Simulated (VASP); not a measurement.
Wanted: the native input for a VASP 6.6.1 run.

| Item | Value |
| --- | --- |
| Task | single point |
| Functional | PBE |
| Potentials or basis | VASP PAW PBE potentials, release 64 (Ni) |
| Cutoff | 520 eV |
| k mesh | 24 × 24 × 24 |
| Occupations | gaussian, width 0.15 eV |
| Spin | collinear spin, typed start |
| Starting moments | [0.59] μB |
| Dipole correction | no |
| Further INCAR settings | ALGO = Normal; EDIFF = 1e-07; NBANDS = 15 |

The structure of Ni lies in POSCAR:

```
Ni
1.0
   -1.3837154700      1.3837154700      1.3837154700
    1.3837154700     -1.3837154700      1.3837154700
    1.3837154700      1.3837154700     -1.3837154700
Ni
1
Direct
    0.0000000000      0.0000000000      0.0000000000
```

This isn't the form of Ni at room conditions, which is fcc.

These files were run (other wordings do the same):

INCAR

```
SYSTEM = Ni
PREC = Accurate
ENCUT = 520
EDIFF = 1E-7
ISMEAR = 0
SIGMA = 0.15
LREAL = .FALSE.
LASPH = .TRUE.
NELM = 150
ALGO = Normal
ISIF = 2
LWAVE = .FALSE.
LCHARG = .FALSE.
ISPIN = 2
MAGMOM = 0.59
LORBIT = 11
LMAXMIX = 4
GGA = PE
NBANDS = 15
```

KPOINTS

```
regular mesh
0
G
  24 24 24
  0 0 0
```

Potentials or basis: VASP PAW PBE potentials, release 64 (Ni).

Run with:

```sh
$ cat potpaw_PBE.64/Ni/POTCAR > POTCAR
$ mpirun -np 1 vasp_std > vasp.out
```

It gave:

```json
{
 "Pressure": "7.3 GPa",
 "Band gap on the k mesh": "none (metal or under the smearing width)",
 "Net moment": "0.52 μB per cell",
 "Site moments": "Ni +0.53 μB",
 "Valence electrons inside the program's atomic spheres": "Ni 9.36"
}
```

Run time: 100 s on 1 thread of AMD EPYC 7R13 Processor (Zen 3) (shared host), peak memory 0.18 GiB.
